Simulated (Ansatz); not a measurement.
# CoO (I4/mmm) in Ansatz: a series of runs, part 2 of 2

Ansatz 0.2.0. The steps go on from the part before.

## (4) Single point, LDA+U, collinear spin, antiferromagnetic start (another cell of the same crystal, with 4 atoms)

The input, input.yaml:

```yaml
crystal:
  lattice:
    - [-1.50800044, 1.50800044, 2.10725036]
    - [1.50800044, -1.50800044, 2.10725036]
    - [3.01600088, 3.01600088, -4.21450072]
  atoms:
    - { symbol: Co, position: [0.0, 0.0, 0.0], spin: 2.0 }
    - { symbol: Co, position: [0.0, 0.0, 0.5], spin: -2.0 }
    - { symbol: O, position: [0.5, 0.5, 0.0] }
    - { symbol: O, position: [0.5, 0.5, 0.5] }
hamiltonian:
  xc: lda
  pseudopotentials: { kind: paw }
  hubbard: { sites: [{ species: Co, l: d, u_eff: 3.0 }] }
magnetization:
  spin_polarized: true
kpoints:
  mp_grid: { grid: [8, 8, 8] }
scf:
  occupations: { method: gaussian, width: 0.05 }
output:
  forces: true
  stress: true
  eigenvalues: true
  write_density: true
  write_potential: true
  elf: true
  volumetric_format: npy
```

Potentials or basis: Ansatz PAW.

Run with:

```bash
ansatz run input.yaml --threads 2 --pin off --max-ram 5632MiB --backend cpu --events-out ev --progress --plain --runs-dir out
```

Standard output:

```text
Warning: RAYON_NUM_THREADS=2 ignored (pool sized by the plan → 2); use --threads N
Co: projections on atomic orbitals take those of the free atom [Ne] 3s2 3p6 3d7 4s2, of charge +0.00 (hamiltonian.pseudopotentials.projection_atoms); the dataset's partial waves leave at most 1.4e-6 of an orbital's norm unspanned inside its sphere
O: projections on atomic orbitals take those of the free atom [He] 2s2 2p4, of charge +0.00 (hamiltonian.pseudopotentials.projection_atoms); the dataset's partial waves leave at most 1.9e-8 of an orbital's norm unspanned inside its sphere
Engine: ansatz 0.2.0, x86_64-unknown-linux-gnu
Pseudopotentials: kind: paw
Pseudopotential: Co, paw, valence charge 17, recommended cutoff 420 eV (normal), Co.paw.azcp
Pseudopotential: O, paw, valence charge 6, recommended cutoff 420 eV (normal), O.paw.azcp
Functional definition: SPW92
  exchange = slater_x
  correlation = pw_c
Crystal: 4 atoms, lattice volume = 38.336 Å³
Basis set: ecut = 420 eV, 723 PW (Γ)
Bands: 30, of which v1, the nominal top of the filled ones, is band 23 counted from 1 (22 counted from 0)
Symmetry: 8 space group operations
Space group: Cmmm (ITA 65), of the structure as read, at distance tolerance 3.4e-5 Å
Magnetic group: BNS 65.490 (UNI 588), of the structure as read, at distance tolerance 3.4e-5 Å
k-points: 105 of 512
Non-local potential: Co, projectors of the file, l = 0: 3, l = 1: 2, l = 2: 3, l = 3: 1
Non-local potential: O, projectors of the file, l = 0: 2, l = 1: 2, l = 2: 1
PAW form: soft (Blöchl's): semilocal exchange-correlation on the pseudo side does not see the compensation charge
PAW frozen core: Co, regenerated for the run's functional, and the local potential with it (the file was generated under x = pbe(κ = 0.804, μ = 0.2195149727645171), c = pbe(β = 0.06672455060314922))
PAW frozen core: O, regenerated for the run's functional, and the local potential with it (the file was generated under x = pbe(κ = 0.804, μ = 0.2195149727645171), c = pbe(β = 0.06672455060314922))
PAW one-centre angular grid: Co, 590 points (default); XC on 64 Gauss nodes
PAW one-centre angular grid: O, 110 points (default); XC on 64 Gauss nodes
Initial density: superposition of atomic densities (chi_scale 0.1, normalization cell, long waves kept (reshape's long-wave potential 0.00 eV rms))
Starting moments: Σ|m| = 4 μB on 2 of 4 sites
Starting magnetic order: antiferromagnet; a translation exchanges its spin sublattices: spin-degenerate at every k-point
Initial wavefunctions: pseudopotential atomic-orbital guess
Functional: x = slater, c = lda
the translation (0, 0, 0.5) carries every atom to within crystal.symmetry.tolerance of an atom of its element with the starting moment reversed, but both spin channels are solved: the dense FFT box has an odd point count along it
SCF iter   1: F=—  HF=-11235.692415 eV  |F-HF|=—  |Δ(HF+E_count)|=         —  Δρ=2.91e-1 (↑2.91e-1 ↓2.91e-1)  dr2=9.03e1  dr2_m=5.05e0  M=0.000 μB ∫|m|=1.528 μB  β_m=0.30  ethr=3.10e-3  ⟨swp⟩=5.5  Hψ=22064  notcnv=0  defer=3
preconditioner: auto → Kerker (q_TF=auto, 2.812 Å⁻¹)  [metal: Δε(μ)=0.011 eV  Ē_g=11.134 eV  σ=0.050 eV  W_gap=0.12  n_scr=14 (ndim 8)  ℏωp=32.8 eV  f_vac=0.000  D(μ)=4.13/eV (n_scr^D=48)]
spin=Collinear: Kerker preconditioning applied to the charge; magnetization (m = ρ↑ − ρ↓) channel mixes plain (no charge-response kernel on spin).
SCF iter   2: F=—  HF=-11229.128611 eV  |F-HF|=—  |Δ(HF+E_count)|=    6.56e0  Δρ=1.44e-1 (↑1.44e-1 ↓1.44e-1)  dr2=6.15e0  dr2_m=4.11e0  M=0.000 μB ∫|m|=4.982 μB  β_m=1.00  ethr=3.10e-3  ⟨swp⟩=3.4  Hψ=16239  notcnv=0  defer=402
SCF iter   3: F=—  HF=-11228.190293 eV  |F-HF|=—  |Δ(HF+E_count)|=   9.38e-1  Δρ=4.99e-2 (↑4.99e-2 ↓4.99e-2)  dr2=1.23e0  dr2_m=3.30e-2  M=-0.000 μB ∫|m|=4.919 μB  β_m=0.30  ethr=3.10e-3  ⟨swp⟩=2.9  Hψ=14258  notcnv=0  defer=386
[... 64 lines left out ...]
SCF iter   2: F=—  HF=-11230.604637 eV  |F-HF|=—  |Δ(HF+E_count)|=   2.22e-6  Δρ=4.07e-5 (↑3.14e-5 ↓4.07e-5)  dr2=9.28e-7  dr2_m=8.39e-8  M=0.000 μB ∫|m|=5.651 μB  ethr=2.17e-6  ⟨swp⟩=1.0  Hψ=50067  notcnv=0
SCF iter   3: F=-11230.604639 eV  HF=-11230.604639 eV  |F-HF|=6.25e-9  |Δ(HF+E_count)|=   2.14e-6  Δρ=7.44e-6 (↑7.44e-6 ↓6.87e-6)  dr2=2.13e-8  dr2_m=8.55e-9  M=0.000 μB ∫|m|=5.651 μB  ethr=2.17e-10  ⟨swp⟩=2.0  Hψ=40158  notcnv=0
an SCF along what the orbitals of the run's state read of its open shells (or to have them read: on a GPU, or by another smearing), with 6 of the crystal's symmetry operations given up (260 k-points in place of 105), reached no lower state that the run goes on to. This is no proof of a minimum
WARN: an SCF from ferromagnetic starting moments (-2.58, -2.58, 0.00, 0.00 Bohr magnetons, atom by atom) was not made, by what the run has read of turns of its moments that order reads lower: the deck asks for what bars it, or types moments that do (magnetization.spin_polarized, in the input reference, names some of the keys), or the run goes by scf.lower_state_search: light, the default, which as a rule tries one only behind a close that has lost an order of both signs, or on which an open d or half-filled 4f shell of a PAW file has lost a moment that was set nearer to Hund's than to what is left; or, under a Hubbard U, one that names an f shell that the input leaves bare beside given moments, or a larger moment for a shell of low spin that is given one. standard, with a start from the atoms, tries one behind each close (in a relaxation, ahead of its steps or at their end). To set out from that order, type those moments (crystal.atoms[].spin; where shells were raised to Hund's moment, beside crystal.symmetry.detect: false) under scf.lower_state_search: light. The bands of the close that named these starting moments, or of the one ahead of a search that led to it (under cold or Methfessel-Paxton smearing those of the Gaussian ahead of it) read a cost of -27.35 meV for the turn to them, carried on from a small turn (-27.35 by the pairs of d shells alone)
SCF converged after 2 iterations
Stability not told: the SCF's own minimisation came to no verdict on its close; the lowest value that the minimisation read is 3.9e-2 (residual 1.7e-3): no lower mode is shown, and none is ruled out
Magnetization: 0.0000 μB (23.0000 up, 23.0000 down)
Absolute magnetization: 5.6544 μB (∫|ρ↑−ρ↓|, with the PAW one-centre terms)
Spin contamination: 2.9840 ħ² per cell (⟨S²⟩ above its minimum at these occupations)
Per-site moments (μB) at R_I (Å): [(2.5433134448078856, 0.8692407735000001), (-2.5433115063200065, 0.8692407735000001), (0.09352992924368714, 0.8692407735000001), (-0.09353091246374116, 0.8692407735000001)]
Free energy (F): -11230.604639 eV
Harris-Foulkes:  -11230.604639 eV  (|F-HF|=1.30e-9)
Internal energy: -11230.604639 eV  (E = F + TS)
E sigma→0 (E₀):  -11230.604639 eV
Fermi energy:    13.877550 eV
--- Per-component energies (eV) ---
  E_band       = -634.187447
  E_kinetic    = 1232.655906
  E_local      = -6845.999181  (includes V_loc(G=0)·N_el)
  E_nonlocal   = 1041.170251
  E_hartree    = 2799.346864
  E_xc         = -451.519654
  E_vxc        = -584.312540  (∫ρ·V_xc dr)
  E_hubbard    = 1.077453  (on-site DFT+U / exact-exchange correction)
  E_vhub       = -19.810891  (the Hubbard potential's part of the band-sum identity)
  E_paw        = -3204.392441  (= ΣΔE_a)
  E_vpaw       = -1056.591645  (= ΣTr[D̂ρ^β])
  E_aug_tail   = 0.004988  (compensation charges beyond the density's cutoff)
  E_ewald      = -5803.979171
  E_core_change = 1.030344  (= ΣΔE_core)
  E_smearing   = -0.000000  (= −TS)
  E_closure    = -0.000000  (closes the sum)
  Σ components = -11230.604639   (vs F -11230.604639, Δ=0.00e0)
--- Forces (eV/Å), atoms counted from 1 ---
  atom   1  Co     0.00000000     0.00000000     0.00000000
  atom   2  Co     0.00000000     0.00000000     0.00000000
  atom   3  O      0.00000000     0.00000000     0.00000000
  atom   4  O      0.00000000     0.00000000     0.00000000
  max |Σ_I F_I| component: 0.00e0 eV/Å
--- Stress (GPa, compression-positive) ---
       -7.279796       0.357274       0.046255
        0.357315      -8.231681       0.475297
        0.046242       0.475591      -6.624658
  P = ⅓ Tr σ = -7.3787 GPa (-73.787 kbar)
--- Band table (eV; the first three rows and the last of 520) ---
  k-point 0 ↑: bands = ["-82.6018", "-79.5578", "-46.8532", "-46.0135", "-45.9256", "-43.5872", "-43.1881", "-43.1507", "-5.9895", "-4.6211", "7.0129", "8.0052", "8.9705", "9.2606", "9.3238", "9.6027", "9.6559", "9.7000", "10.8553", "10.9243", "10.9614", "10.9814", "11.7528", "14.1907", "14.6007", "14.8342", "14.9507", "19.6887", "23.6245", "25.5827"]
  k-point 1 ↑: bands = ["-82.6019", "-79.5578", "-46.8532", "-46.0135", "-45.9256", "-43.5872", "-43.1882", "-43.1507", "-5.9320", "-4.6601", "6.9057", "8.0026", "8.9711", "9.1224", "9.1847", "9.4703", "9.6944", "9.7764", "10.7991", "10.9028", "10.9920", "11.0327", "11.8419", "14.2278", "14.6074", "14.9555", "15.3538", "19.7856", "23.6357", "25.6421"]
  k-point 2 ↑: bands = ["-82.6019", "-79.5578", "-46.8533", "-46.0135", "-45.9256", "-43.5873", "-43.1883", "-43.1508", "-5.7705", "-4.7773", "6.7041", "7.9932", "8.6089", "8.9726", "9.0371", "9.2771", "9.7078", "9.8015", "10.8268", "10.9322", "11.0758", "11.1321", "12.0308", "14.3137", "14.6123", "15.0703", "16.4431", "19.9308", "23.8339", "25.8216"]
  k-point 259 ↓: bands = ["-82.5992", "-79.5548", "-46.8650", "-46.0267", "-45.9352", "-43.6010", "-43.2049", "-43.1617", "-4.6718", "-4.3067", "7.0605", "7.1010", "7.4048", "7.4983", "7.7339", "8.5998", "9.5415", "9.7349", "10.4407", "10.5548", "11.5655", "11.8791", "12.1542", "14.6970", "15.1618", "15.7943", "21.6068", "22.3580", "23.7429", "23.8086"]
Occupation matrices written to <dir>
```

rho_z.tsv:

```text
# z_ang	rho[e/angstrom^3]	rho_spin[e/angstrom^3]
# format = ansatz-planar-average/11
# lattice	-1.508000440	1.508000440	2.107250360
# lattice	1.508000440	-1.508000440	2.107250360
# lattice	3.016000880	3.016000880	-4.214500720
# sites	4
# site	27	0.000000000	0.000000000	0.000000000
# site	27	1.508000440	1.508000440	-2.107250360
# site	8	0.000000000	0.000000000	2.107250360
# site	8	1.508000440	1.508000440	0.000000000
0.000000	3.223573e0	4.946067e-1
0.133249	3.037980e0	4.464856e-1
0.266498	2.557460e0	3.342476e-1
0.399747	1.955215e0	2.196118e-1
0.532996	1.392115e0	1.385808e-1
0.666246	9.511375e-1	9.071472e-2
[... 37 lines left out ...]
5.729712	2.557460e0	3.342476e-1
5.862961	3.037980e0	4.464856e-1
```

v_z.tsv:

```text
# z_ang	v_es[eV]	v_tot_up[eV]	v_tot_dn[eV]
# format = ansatz-planar-average/11
# xc	lda
# density_cutoff_ev	1680
# datasets	Co=:simpson_from_first_knot:soft:shift=-1733228	O=:simpson_from_first_knot:soft:shift=-566719
# lattice	-1.508000440	1.508000440	2.107250360
# lattice	1.508000440	-1.508000440	2.107250360
# lattice	3.016000880	3.016000880	-4.214500720
# sites	4
# site	27	0.000000000	0.000000000	0.000000000
# site	27	1.508000440	1.508000440	-2.107250360
# site	8	0.000000000	0.000000000	2.107250360
# site	8	1.508000440	1.508000440	0.000000000
0.000000	-5.012310e0	-2.143113e1	-2.085719e1
0.133249	-4.552665e0	-2.082783e1	-2.027215e1
0.266498	-3.231261e0	-1.909105e1	-1.858204e1
0.399747	-1.209736e0	-1.642521e1	-1.597162e1
0.532996	1.309038e0	-1.309226e1	-1.268358e1
0.666246	4.167238e0	-9.314435e0	-8.932914e0
[... 37 lines left out ...]
5.729712	-3.231261e0	-1.909105e1	-1.858204e1
5.862961	-4.552665e0	-2.082783e1	-2.027215e1
```

Wall time 4.3 min (2 threads of Intel Xeon at 2.70GHz, shared host); peak memory 1.9 GiB.

What came out:

```
Free energy            : -11230.6046 eV
Pressure               : -7.4 GPa
Band gap on the k mesh : 0.63 eV
Net moment             : 0.00 μB per cell
Absolute moment        : 5.65 μB per cell
Site moments           : Co +2.54, -2.54; O +0.09, -0.09 μB
```

Eigenvalues of the final occupation matrices:
| site | spin | trace | eigenvalues |
| --- | --- | --- | --- |
| site 1 | 1 | 4.98 | 0.99 0.99 1.00 1.00 1.00 |
| site 1 | 2 | 2.34 | 0.07 0.14 0.15 0.98 0.99 |
| site 2 | 1 | 2.34 | 0.07 0.14 0.15 0.98 0.99 |
| site 2 | 2 | 4.98 | 0.99 0.99 1.00 1.00 1.00 |

Caveat: the magnetic or orbital state may not be the lowest; the pressure holds a Pulay correction of +1.0 GPa for the finite cutoff; the PAW data sets come from PBE, with cores solved anew for the run's functional, which leaves a small shift of forces and pressure.

## (5) Single point, LDA+U, collinear spin, antiferromagnetic start (another cell of the same crystal, with 4 atoms)

Changes to input.yaml since step 4:

```diff
@@ -13,3 +13,3 @@
   pseudopotentials: { kind: paw }
-  hubbard: { sites: [{ species: Co, l: d, u_eff: 3.0 }] }
+  hubbard: { sites: [{ species: Co, l: d, u_eff: 7.0 }] }
 magnetization:
@@ -24,5 +24 @@
   eigenvalues: true
-  write_density: true
-  write_potential: true
-  elf: true
-  volumetric_format: npy
```

Run with:

```bash
ansatz run input.yaml --threads 2 --pin off --max-ram 5632MiB --backend cpu --events-out ev --progress --plain --runs-dir out
```

It took 4.7 min on 2 threads of Intel Xeon at 2.70GHz, shared host; peak memory 1.9 GiB.

It converged, with:

```yaml
Free_energy: -11229.4138 eV
Pressure: -1.9 GPa
Band_gap_on_the_k_mesh: 1.89 eV
Net_moment: 0.00 μB per cell
Absolute_moment: 5.78 μB per cell
Site_moments: Co +2.63, -2.63; O +0.06, -0.06 μB
```

Stress tensor (GPa, compression positive):
```
-3.03  0.11  0.56
 0.11 -2.08  0.01
 0.56  0.01 -0.56
```

Levels at points of the mesh, in eV from the valence-band top:
Spin up:
| k point | band 21 | band 22 | band 23 | band 24 | band 25 | band 26 |
| --- | --- | --- | --- | --- | --- | --- |
| (0.00, 0.00, 0.00) | -1.91 | -1.87 | -1.86 | 1.89 | 2.80 | 3.05 |
| (0.00, 0.00, -0.50) | -2.14 | -2.03 | -1.86 | 2.96 | 3.05 | 3.30 |
| (0.00, -0.50, 0.00) | -1.96 | -0.20 | -0.04 | 3.55 | 4.88 | 4.94 |
| (0.00, -0.50, -0.50) | -2.39 | -1.59 | -0.26 | 3.33 | 3.40 | 4.91 |
| (-0.50, 0.00, 0.00) | -2.49 | -0.15 | 0.00 | 3.55 | 4.93 | 4.96 |
| (-0.50, 0.00, -0.50) | -2.56 | -2.28 | -0.25 | 3.32 | 3.51 | 4.92 |
| (-0.50, -0.50, 0.00) | -3.25 | -3.24 | -3.14 | 3.08 | 3.43 | 3.51 |
| (-0.50, -0.50, -0.50) | -2.73 | -2.70 | -2.19 | 3.32 | 3.53 | 4.04 |
Spin down:
| k point | band 20 | band 21 | band 22 | band 23 | band 24 | band 25 | band 26 | band 27 |
| --- | --- | --- | --- | --- | --- | --- | --- | --- |
| (0.00, 0.00, 0.00) | -3.17 | -1.91 | -1.87 | -1.86 | 1.89 | 2.80 | 3.05 | 3.26 |
| (0.00, 0.00, -0.50) | -2.56 | -2.14 | -2.03 | -1.86 | 2.96 | 3.05 | 3.30 | 5.57 |
| (0.00, -0.50, 0.00) | -2.18 | -1.96 | -0.20 | -0.04 | 3.55 | 4.88 | 4.94 | 5.67 |
| (0.00, -0.50, -0.50) | -2.59 | -2.39 | -1.59 | -0.26 | 3.33 | 3.40 | 4.91 | 7.31 |
| (-0.50, 0.00, 0.00) | -2.60 | -2.49 | -0.15 | 0.00 | 3.55 | 4.93 | 4.96 | 5.55 |
| (-0.50, 0.00, -0.50) | -2.79 | -2.56 | -2.28 | -0.25 | 3.32 | 3.51 | 4.92 | 7.31 |
| (-0.50, -0.50, 0.00) | -3.26 | -3.25 | -3.24 | -3.14 | 3.08 | 3.43 | 3.51 | 6.16 |
| (-0.50, -0.50, -0.50) | -3.47 | -2.73 | -2.70 | -2.19 | 3.32 | 3.53 | 4.04 | 8.53 |

Eigenvalues of the final occupation matrices:
```
  site  spin  trace               eigenvalues
site 1     1   4.99  1.00 1.00 1.00 1.00 1.00
site 1     2   2.24  0.04 0.10 0.11 0.99 1.00
site 2     1   2.24  0.04 0.10 0.11 0.99 1.00
site 2     2   4.99  1.00 1.00 1.00 1.00 1.00
```

Caveat: the magnetic or orbital state may not be the lowest; the pressure holds a Pulay correction of +1.0 GPa for the finite cutoff; the PAW data sets come from PBE, with cores solved anew for the run's functional, which leaves a small shift of forces and pressure.

## (6) The runs side by side

| level | spin | U | k mesh | gap on the mesh (eV) | pressure (GPa) | moment (μB) |
| --- | --- | --- | --- | --- | --- | --- |
| LDA+U | collinear, ferrimagnetic start | Co d U = 3 eV | 6 × 6 × 5 | 0.73 | -7.4 | 0.00 |
| PBE+U | collinear, antiferromagnetic start | Co d U = 4 eV | 6 × 6 × 5 | 1.66 | 11.6 | 0.00 |
| LDA+U | collinear, antiferromagnetic start | Co d U = 7 eV | 8 × 8 × 8 | 1.89 | -1.9 | 0.00 |

Alike in all rows: task single point; potentials or basis Ansatz PAW; cell another cell of the same crystal, with 4 atoms; cutoff (eV) 420; smearing gaussian 0.05 eV.

Caveats: the magnetic or orbital state may not be the lowest; odd divisions of the mesh miss points on the zone boundary, where band edges often lie, so the gap on the mesh can be too wide (some runs); the PAW data sets come from PBE, with cores solved anew for the run's functional, which leaves a small shift of forces and pressure (some runs).

Absolute energies hang on the potentials; compare differences alone.
